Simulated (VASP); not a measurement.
# PbO2 (Fm-3m) in VASP: further runs

One crystal, PbO2, is run at these levels: HSE06, r2SCAN, r2SCAN+rVV10; tasks: single point.

Program: VASP 6.6.1. These are calculated values, not measurements. Logs are shortened: lines on timing, memory, paths and dates and some standing lists are left out, and cuts for length are marked.

### 1 Starting point

The structure is cubic, space group Fm-3m (No. 225). The conventional cell has a = 5.316 Å, b = 5.316 Å, c = 5.316 Å, α = 90.00°, β = 90.00°, γ = 90.00°. Pb (site symmetry m-3m) is surrounded by 8 O at 2.30 Å. O (site symmetry -43m) has 4 Pb at 2.30 Å as nearest neighbours.

The cell was built by a generator and needn't be a form met in nature.

### 2 Single point, HSE06

Input file POSCAR:

```
PbO2
1.0
    0.0000000000      2.6581699692      2.6581699692
    2.6581699692      0.0000000000      2.6581699692
    2.6581699692      2.6581699692      0.0000000000
Pb O
1 2
Direct
    0.0000000000      0.0000000000      0.0000000000
    0.2500000000      0.2500000000      0.2500000000
    0.7500000000      0.7500000000      0.7500000000
```

Input file INCAR.step1:

```
SYSTEM = PbO2
PREC = Accurate
ENCUT = 520
EDIFF = 1E-5
ISMEAR = -1
SIGMA = 0.02
LREAL = .False.
LASPH = .True.
NELM = 100
ALGO = Normal
ISIF = 2
LWAVE = .True.
LCHARG = .False.
GGA = PE
NBANDS = 20
```

Input file INCAR.step2:

```
SYSTEM = PbO2
PREC = Accurate
ENCUT = 520
EDIFF = 1E-7
ISMEAR = -1
SIGMA = 0.02
LREAL = .False.
LASPH = .True.
NELM = 100
ALGO = Normal
ISIF = 2
LWAVE = .False.
LCHARG = .False.
GGA = PE
LHFCALC = .True.
HFSCREEN = 0.2079
PRECFOCK = Normal
ISTART = 1
NBANDS = 20
```

Input file KPOINTS:

```
Automatic mesh
0
Gamma
  4 4 4
  0 0 0
```

Potentials or basis: VASP PAW PBE potentials, release 64 (Pb_d, O).

Launch:

```bash
> cat potpaw_PBE.64/Pb_d/POTCAR potpaw_PBE.64/O/POTCAR > POTCAR
> cp INCAR.step1 INCAR
> mpirun -np 1 vasp_std > vasp.out
> cp INCAR.step2 INCAR
> mpirun -np 1 vasp_std > vasp.out
```

OUTCAR:

```text
SYSTEM = PbO2
   PREC = Accurate
   ENCUT = 520
   EDIFF = 1E-7
   ISMEAR = -1
   LREAL = .False.
   LASPH = .True.
   NELM = 100
   ISIF = 2
   GGA = PE
   LHFCALC = .True.
   HFSCREEN = 0.2079
   PRECFOCK = Normal
   ISTART = 1

 ion  position               nearest neighbor table
   1  0.000  0.000  0.000-   3 2.30   3 2.30   3 2.30   2 2.30   3 2.30   2 2.30   2 2.30   2 2.30

   2  0.250  0.250  0.250-   1 2.30   1 2.30   1 2.30   1 2.30
   3  0.750  0.750  0.750-   1 2.30   1 2.30   1 2.30   1 2.30

  LATTYP: Found a face centered cubic cell.
 ALAT       =     5.3163399384

  Lattice vectors:

 A1 = (   0.0000000000,   2.6581699692,   2.6581699692)
 A2 = (   2.6581699692,   0.0000000000,   2.6581699692)
 A3 = (   2.6581699692,   2.6581699692,   0.0000000000)

Analysis of symmetry for initial positions (statically):
=====================================================================
 Subroutine PRICEL returns:
 Original cell was already a primitive cell.

 Routine SETGRP: Setting up the symmetry group for a
 face centered cubic supercell.

 Subroutine GETGRP returns: Found 48 space group operations
 (whereof 48 operations were pure point group operations)
 out of a pool of 48 trial point group operations.

The static configuration has the point symmetry O_h .

Analysis of symmetry for dynamics (positions and initial velocities):
=====================================================================
 Subroutine PRICEL returns:
 Original cell was already a primitive cell.

 Routine SETGRP: Setting up the symmetry group for a
 face centered cubic supercell.

 Subroutine GETGRP returns: Found 48 space group operations
 (whereof 48 operations were pure point group operations)
 out of a pool of 48 trial point group operations.

The dynamic configuration has the point symmetry O_h .

 Subroutine INISYM returns: Found 48 space group operations
 (whereof 48 operations are pure point group operations),
 and found     1 'primitive' translations

----------------------------------------------------------------------------------------

                                     Primitive cell

  volume of cell :      37.5646

  direct lattice vectors                    reciprocal lattice vectors
     0.000000000  2.658169969  2.658169969    -0.188099334  0.188099334  0.188099334
     2.658169969  0.000000000  2.658169969     0.188099334 -0.188099334  0.188099334
     2.658169969  2.658169969  0.000000000     0.188099334  0.188099334 -0.188099334

  length of vectors
     3.759220022  3.759220022  3.759220022     0.325797603  0.325797603  0.325797603

  position of ions in fractional coordinates (direct lattice)
     0.000000000  0.000000000  0.000000000
     0.250000000  0.250000000  0.250000000
     0.750000000  0.750000000  0.750000000

  ion indices of the primitive-cell ions
   primitive index   ion index
                 1           1
                 2           2
                 3           3

----------------------------------------------------------------------------------------

 KPOINTS: Automatic mesh

Automatic generation of k-mesh.
 Grid dimensions read from file:
 generate k-points for:    4    4    4

 Generating k-lattice:

  Cartesian coordinates                     Fractional coordinates (reciprocal lattice)
    -0.047024833  0.047024833  0.047024833     0.250000000  0.000000000  0.000000000
     0.047024833 -0.047024833  0.047024833     0.000000000  0.250000000  0.000000000
     0.047024833  0.047024833 -0.047024833     0.000000000  0.000000000  0.250000000

  Length of vectors
     0.081449401  0.081449401  0.081449401

  Shift w.r.t. Gamma in fractional coordinates (k-lattice)
     0.000000000  0.000000000  0.000000000

 Subroutine IBZKPT returns following result:
 ===========================================

 Found      8 irreducible k-points:

 Following reciprocal coordinates:
            Coordinates               Weight
  0.000000  0.000000  0.000000      1.000000
  0.250000  0.000000  0.000000      8.000000
  0.500000  0.000000  0.000000      4.000000
  0.250000  0.250000  0.000000      6.000000
  0.500000  0.250000  0.000000     24.000000
 -0.250000  0.250000  0.000000     12.000000
  0.500000  0.500000  0.000000      3.000000
 -0.250000  0.500000  0.250000      6.000000
   k-points           NKPTS =      8   k-points in BZ     NKDIM =     64   number of bands    NBANDS=     20
   number of dos      NEDOS =    301   number of ions     NIONS =      3
   total plane-waves  NPLWV =  21952
   dimension x,y,z NGX =    28 NGY =   28 NGZ =   28
   dimension x,y,z NGXF=    56 NGYF=   56 NGZF=   56
   ions per type =               1   2
   NGX,Y,Z   is equivalent  to a cutoff of  12.38, 12.38, 12.38 a.u.
   NGXF,Y,Z  is equivalent  to a cutoff of  24.77, 24.77, 24.77 a.u.
 SYSTEM =  PbO2
   PREC   = accura    normal or accurate (medium, high low for compatibility)
   ISTART =      1    job   : 0-new  1-cont  2-samecut
   ICHARG =      0    charge: 1-file 2-atom 10-const
   ISPIN  =      1    spin polarized calculation?
   LNONCOLLINEAR =      F non collinear calculations
   LSORBIT =      F    spin-orbit coupling
   LASPH  =      T    aspherical Exc in radial PAW
   ENCUT  =  520.0 eV  38.22 Ry    6.18 a.u.   6.99  6.99  6.99*2*pi/ulx,y,z
   NELM   =    100;   NELMIN=  2; NELMDL=  0     # of ELM steps
   EDIFF  = 0.1E-06   stopping-criterion for ELM
   LREAL  =      F    real-space projection
   EDIFFG = 0.1E-05   stopping-criterion for IOM
   NSW    =      0    number of steps for IOM
   IBRION =     -1    ionic relax: 0-MD 1-quasi-New 2-CG
   NFREE  =      0    steps in history (QN), initial steepest desc. (CG)
   ISIF   =      2    stress and relaxation
   ISYM   =      3    0-nonsym 1-usesym 2-fastsym
   POTIM  = 0.5000    time-step for ionic-motion
   TEBEG  =    0.0;   TEEND  =   0.0 temperature during run
   PSTRESS=    0.0 pullay stress
   NELECT =      26.0000    total number of electrons
   NUPDOWN=      -1.0000    fix difference up-down
   EMIN   =  10.00;   EMAX   =-10.00  energy-range for DOS
   EFERMI =   0.00;   METHOD = LEGACY
   ISMEAR =    -1;   SIGMA  =   0.02  broadening in eV -4-tet -1-fermi 0-gaus
   EFERMI_NEDOS =   21; number of points for ismear=-14 and -15
   IALGO  =     38    algorithm
   IMIX   =      1    mixing-type and parameters
     AMIX     =   0.40;   BMIX     =  1.00
     AMIX_MAG =   1.60;   BMIX_MAG =  1.00
  volume/ion in A,a.u.               =      12.52        84.50
  Fermi-wavevector in a.u.,A,eV,Ry     =   1.448127  2.736562 28.532379  2.097071
  Thomas-Fermi vector in A             =   2.566003
   LORBIT       =      0    0 simple, 1 ext, 2 COOP (PROOUT), +10 PAW based schemes
   GGA     = PE    functional components
   LHFCALC =     T    Hartree Fock is set to
   PRECFOCK=normal    Normal, Fast or Accurate (Low or Medium for compatibility)
   ENCUT4O =  -1.0   cutoff for four orbital integrals eV
   NKREDX  =     1    reduce k-point grid by
   NKREDY  =     1    reduce k-point grid by
   NKREDZ  =     1    reduce k-point grid by
   AEXX    =    0.2500 exact exchange contribution
   HFSCREEN=    0.2079 screening length (either q_TF or 0.3 A-1)
   HFSCREENC=   0.2079 screening length for correlation (either q_TF or 0.3 A-1)
   ENCUTFOCK=  -1.0 apply spherical cutoff to Coloumb kernel
   IVDW    =     0    specifies the selected vdW correction
   LEPSILON=     F    determine dielectric tensor
   LRPA    =     F    only Hartree local field effects (RPA)
 non-spin polarized calculation
  energy-cutoff  :      520.00
  volume of cell :       37.56
 maximum number of plane-waves:      1036
  NGX = 24; NGY = 24; NGZ = 24

 number of electron      26.0000018 magnetization

 Free energy of the ion-electron system (eV)
  ---------------------------------------------------
  ext. energy  EPLUGINS =         0.00000000
  ---------------------------------------------------
  free energy    TOTEN  =       -19.93418920 eV

  energy without entropy =      -19.93249895  energy(sigma->0) =      -19.93334408

 E-fermi :   5.3377     XC(G=0):  -9.3602

 val. band max:        5.3055404874   @ k =  -0.2500   0.5000   0.2500
 cond. band min:       7.6212287262   @ k =   0.2500   0.2500   0.0000
 fundamental gap:      2.3156882388
 Fermi energy:         5.3377316299

 k-point     1 :       0.0000    0.0000    0.0000
  band No.  band energies     occupation
      1     -15.3762      2.00000
      2     -12.1516      2.00000
      3     -11.7904      2.00000
      4     -11.7904      2.00000
      5     -11.7904      2.00000
      6     -11.4381      2.00000
[... 12 lines left out ...]
     19      22.7642      0.00000
     20      22.7642      0.00000

 k-point     2 :       0.2500    0.0000    0.0000
  band No.  band energies     occupation
      1     -14.8942      2.00000
      2     -13.3545      2.00000
      3     -11.7209      2.00000
      4     -11.7209      2.00000
      5     -11.4342      2.00000
      6     -11.4342      2.00000
[... 12 lines left out ...]
     19      22.5556      0.00000
     20      22.5556      0.00000

 k-point     3 :       0.5000    0.0000    0.0000
  band No.  band energies     occupation
      1     -14.5874      2.00000
      2     -13.4784      2.00000
      3     -11.6862      2.00000
      4     -11.6862      2.00000
      5     -11.3914      2.00000
      6     -11.3914      2.00000
[... 12 lines left out ...]
     19      22.3746      0.00000
     20      22.3746      0.00000

 k-point     4 :       0.2500    0.2500    0.0000
  band No.  band energies     occupation
      1     -14.6809      2.00000
      2     -13.6771      2.00000
      3     -11.6388      2.00000
      4     -11.6388      2.00000
      5     -11.5062      2.00000
      6     -11.4016      2.00000
[... 12 lines left out ...]
     19      22.9914      0.00000
     20      24.9380      0.00000

 k-point     5 :       0.5000    0.2500    0.0000
  band No.  band energies     occupation
      1     -14.3041      2.00000
      2     -13.9444      2.00000
      3     -11.5730      2.00000
      4     -11.5403      2.00000
      5     -11.3877      2.00000
      6     -11.1707      2.00000
[... 12 lines left out ...]
     19      23.2459      0.00000
     20      24.9449      0.00000

 k-point     6 :      -0.2500    0.2500    0.0000
  band No.  band energies     occupation
      1     -14.3991      2.00000
      2     -13.8972      2.00000
      3     -11.6206      2.00000
      4     -11.5064      2.00000
      5     -11.4594      2.00000
      6     -11.1419      2.00000
[... 12 lines left out ...]
     19      22.2982      0.00000
     20      25.3328      0.00000

 k-point     7 :       0.5000    0.5000    0.0000
  band No.  band energies     occupation
      1     -14.3493      2.00000
      2     -13.7935      2.00000
      3     -11.5964      2.00000
      4     -11.4728      2.00000
      5     -11.4728      2.00000
      6     -11.3649      2.00000
[... 12 lines left out ...]
     19      23.3206      0.00000
     20      24.2907      0.00000

 k-point     8 :      -0.2500    0.5000    0.2500
  band No.  band energies     occupation
      1     -14.1285      2.00000
      2     -14.1285      2.00000
      3     -11.5337      2.00000
      4     -11.4726      2.00000
      5     -11.4194      2.00000
      6     -10.5241      2.00000
[... 12 lines left out ...]
     19      23.5765      0.00000
     20      24.7474      0.00000

------------------------ aborting loop because EDIFF is reached ----------------------------------------

  FORCE on cell =-STRESS in cart. coord.  units (eV):
  Direction    XX          YY          ZZ          XY          YZ          ZX
  --------------------------------------------------------------------------------------
  -------------------------------------------------------------------------------------
  Total       -0.8415509     -0.8415509     -0.8415509      0.0000000      0.0000000     -0.0000000
  in kB      -35.8932444    -35.8932444    -35.8932444      0.0000000      0.0000000     -0.0000000
  external PRESSURE =     -35.8932444 kB  Pullay stress =       0.0000000 kB

 VOLUME and BASIS-vectors are now :
 -----------------------------------------------------------------------------
  energy-cutoff  :      520.00
  volume of cell :       37.56
      direct lattice vectors                 reciprocal lattice vectors
     0.000000000  2.658169969  2.658169969    -0.188099334  0.188099334  0.188099334
     2.658169969  0.000000000  2.658169969     0.188099334 -0.188099334  0.188099334
     2.658169969  2.658169969  0.000000000     0.188099334  0.188099334 -0.188099334

 POSITION                                       TOTAL-FORCE (eV/Angst)
 -----------------------------------------------------------------------------------
      0.00000      0.00000      0.00000        -0.000000     -0.000000     -0.000000
      1.32908      1.32908      1.32908         0.000000      0.000000      0.000000
      3.98725      3.98725      3.98725        -0.000000     -0.000000     -0.000000
 -----------------------------------------------------------------------------------
    total drift:                               -0.000004      0.000003     -0.000000

  FREE ENERGIE OF THE ION-ELECTRON SYSTEM (eV)
  ---------------------------------------------------
  free  energy   TOTEN  =       -19.9341892006 eV

  energy  without entropy=      -19.9324989504  energy(sigma->0) =      -19.93334408
```

Wall time 11 min (1 thread of Intel Xeon 6975P-C (Granite Rapids), shared host); peak memory 0.28 GiB.

Results:

```
Free energy            : -19.9342 eV
Pressure               : -3.6 GPa
Band gap on the k mesh : none (metal or under the smearing width)
```

Levels at points of the mesh, in eV from the Fermi level:
```tsv
k point	band 10	band 11	band 12	band 13	band 14	band 15	band 16	band 17
(0.00, 0.00, 0.00)	-2.34	-1.51	-1.44	-1.44	-1.44	8.57	8.57	8.57
(0.50, 0.00, 0.00)	-3.26	-3.26	-1.70	-1.70	4.12	8.84	11.60	11.60
(0.50, 0.50, 0.00)	-5.21	-0.40	-0.22	-0.22	3.10	7.94	11.07	13.24
```

Caveat: the k mesh is coarse (spacing up to 0.51 Å⁻¹), so the values aren't converged, least of all with exact exchange; the PAW data sets were made with another functional, which shifts forces and pressure a little.

### 3 Single point, r2SCAN

POSCAR is that of step 2.

Input file INCAR.step1:

```
PREC = Accurate ; ENCUT = 520
ISMEAR = -1 ; SIGMA = 0.02
LREAL = False ; LASPH = True
NELM = 60 ; NBANDS = 20
GGA = PE ; ALGO = Normal
EDIFF = 1E-4 ; LWAVE = True
LCHARG = False
```

Input file INCAR.step2:

```
PREC = Accurate ; ENCUT = 520
EDIFF = 1E-6 ; ISMEAR = -1
SIGMA = 0.02 ; LREAL = False
LASPH = True ; NELM = 60
ALGO = Normal ; ISIF = 2
LWAVE = False ; LCHARG = False
METAGGA = R2SCAN ; LMIXTAU = True
NBANDS = 20 ; ISTART = 1
```

Input file KPOINTS:

```
Automatic mesh
0
Gamma
  6 6 6
```

Potentials or basis: VASP PAW PBE potentials, release 64 (Pb_d, O).

Launch:

```bash
> cat potpaw_PBE.64/Pb_d/POTCAR potpaw_PBE.64/O/POTCAR > POTCAR
> cp INCAR.step1 INCAR
> mpirun -np 1 vasp_std > vasp.out
> cp INCAR.step2 INCAR
> mpirun -np 1 vasp_std > vasp.out
```

Wall time 42 s (1 thread of Intel Xeon 6975P-C (Granite Rapids), shared host); peak memory 0.16 GiB.

Results (log left out):

* Free energy: -70.7818 eV
* Pressure: 1.2 GPa
* Band gap on the k mesh: none (metal or under the smearing width)

Levels at points of the mesh, in eV from the Fermi level:
| k point | band 9 | band 10 | band 11 | band 12 | band 13 | band 14 | band 15 | band 16 | band 17 | band 18 |
| --- | --- | --- | --- | --- | --- | --- | --- | --- | --- | --- |
| (0.00, 0.00, 0.00) | -2.15 | -2.15 | -2.11 | -1.37 | -1.37 | -1.37 | 7.74 | 7.74 | 7.74 | 12.18 |
| (0.50, 0.00, 0.00) | -3.58 | -3.04 | -3.04 | -1.56 | -1.56 | 3.16 | 7.78 | 10.63 | 10.63 | 15.38 |
| (0.50, 0.50, 0.00) | -4.88 | -4.88 | -0.33 | -0.19 | -0.19 | 2.16 | 7.17 | 9.86 | 12.14 | 12.14 |

Caveat: the PAW data sets were made with another functional, which shifts forces and pressure a little. The run has no spin-orbit coupling, so splittings on Pb are missing.

### 4 Single point, r2SCAN+rVV10

POSCAR is that of step 3.

Input file INCAR.step1:

```
PREC     = Accurate       # precision mode
ENCUT    = 520            # plane-wave cutoff, eV
ISMEAR   = -1             # smearing method
SIGMA    = 0.02           # smearing width, eV
LREAL    = False          # projectors in reciprocal space
LASPH    = True           # aspherical terms in the spheres
NELM     = 80             # most SCF steps
NBANDS   = 20             # bands
GGA      = PE             # functional
ALGO     = Normal         # electronic algorithm
EDIFF    = 1E-4           # SCF threshold, eV
LWAVE    = True           # write WAVECAR
LCHARG   = False          # write CHGCAR
```

Input file INCAR.step2:

```
PREC     = Accurate       # precision mode
ENCUT    = 520            # plane-wave cutoff, eV
EDIFF    = 1E-7           # SCF threshold, eV
ISMEAR   = -1             # smearing method
SIGMA    = 0.02           # smearing width, eV
LREAL    = False          # projectors in reciprocal space
LASPH    = True           # aspherical terms in the spheres
NELM     = 80             # most SCF steps
ALGO     = Normal         # electronic algorithm
ISIF     = 2              # what is computed and relaxed
LWAVE    = False          # write WAVECAR
LCHARG   = False          # write CHGCAR
METAGGA  = R2SCAN         # meta-GGA
LMIXTAU  = True         
LUSE_VDW = True         
IVDW_NL  = 2            
BPARAM   = 11.95        
CPARAM   = 0.0093       
NBANDS   = 20             # bands
ISTART   = 1
```

Input file KPOINTS:

```
regular mesh
0
Gamma
  6 6 6
```

Launch:

```bash
> cat potpaw_PBE.64/Pb_d/POTCAR potpaw_PBE.64/O/POTCAR > POTCAR
> cp INCAR.step1 INCAR
> mpirun -np 1 vasp_std > vasp.out
> cp INCAR.step2 INCAR
> mpirun -np 1 vasp_std > vasp.out
```

Run time: 73 s. Hardware: 1 thread of Intel Xeon 6975P-C (Granite Rapids), shared host; peak memory 0.26 GiB.

It converged, with:

| Item | Value |
| --- | --- |
| Free energy | -70.1351 eV |
| Pressure | -0.3 GPa |
| Band gap on the k mesh | none (metal or under the smearing width) |

Levels at points of the mesh, in eV from the Fermi level:
```csv
k point,band 9,band 10,band 11,band 12,band 13,band 14,band 15,band 16,band 17,band 18
"(0.00, 0.00, 0.00)",-2.16,-2.16,-2.13,-1.38,-1.38,-1.38,7.69,7.69,7.69,11.99
"(0.50, 0.00, 0.00)",-3.61,-3.05,-3.05,-1.57,-1.57,3.16,7.69,10.61,10.61,15.29
"(0.50, 0.50, 0.00)",-4.89,-4.89,-0.33,-0.19,-0.19,2.14,7.13,9.71,12.11,12.11
```

Caveat: the PAW data sets were made with another functional, which shifts forces and pressure a little. Spin-orbit coupling is left out, which matters for the levels of Pb.

### 5 The runs side by side

```csv
level,k mesh,exchange at q = 0,grid for exact exchange (PRECFOCK),screening parameter,mesh quality,gap on the mesh (eV),pressure (GPa)
HSE06,4 × 4 × 4,truncated,Normal,0.2079 1/A,coarse,none,-3.6
r2SCAN,6 × 6 × 6,-,-,-,not flagged,none,1.2
r2SCAN+rVV10,6 × 6 × 6,-,-,-,not flagged,none,-0.3
```

Alike in all rows: task single point; potentials or basis VASP PAW PBE potentials, release 64 (Pb_d, O); no spin polarisation; cell as given; cutoff (eV) 520; smearing fermi-dirac 0.02 eV.

Caveats: some runs use coarse meshes; the PAW data sets were made with another functional, which shifts forces and pressure a little.

Absolute energies hang on the potentials; compare differences alone.
